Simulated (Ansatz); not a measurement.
Input and command of a plane-wave DFT calculation in Ansatz:

```yaml
crystal:
  lattice:
    - [0.0, 3.9158, 3.9158]
    - [3.9158, 0.0, 3.9158]
    - [3.9158, 3.9158, 0.0]
  atoms:
    - { symbol: Pt, position: [0.0, 0.0, 0.0406300183] }
    - { symbol: Pt, position: [0.0, 0.0, 0.5] }
    - { symbol: Pt, position: [0.0, 0.5, 0.0] }
    - { symbol: Pt, position: [0.0, 0.5, 0.5] }
    - { symbol: Pt, position: [0.5, 0.0, 0.0] }
    - { symbol: Pt, position: [0.5, 0.0, 0.5] }
    - { symbol: Pt, position: [0.5, 0.5, 0.0] }
    - { symbol: Pt, position: [0.5, 0.5, 0.5] }
basis:
  ecutwfc: 420
kpoints:
  mp_grid: { grid: [10, 10, 10] }
hamiltonian:
  xc: pbe
scf:
  occupations: { method: gaussian, width: 0.15 }
output:
  forces: true
  stress: true
  eigenvalues: true
```

```bash
ansatz run input.yaml --threads 2 --pin off --max-ram 5120MiB --backend cpu --events-out ev --progress --plain --runs-dir out
```

Processor: Intel(R) Xeon(R) Processor @ 2.50GHz (Skylake/Cascade Lake), 2 threads, on a host shared with other jobs.

Task: How long does it run, and how much memory does it take?

Result: About 100 s on 2 threads of Intel(R) Xeon(R) Processor @ 2.50GHz (Skylake/Cascade Lake), on a shared host, peak memory 1.3 GiB. It solves 87 bands at 171 k points (the mesh reduced by symmetry) with about 2397 plane waves, in 6 SCF iterations.
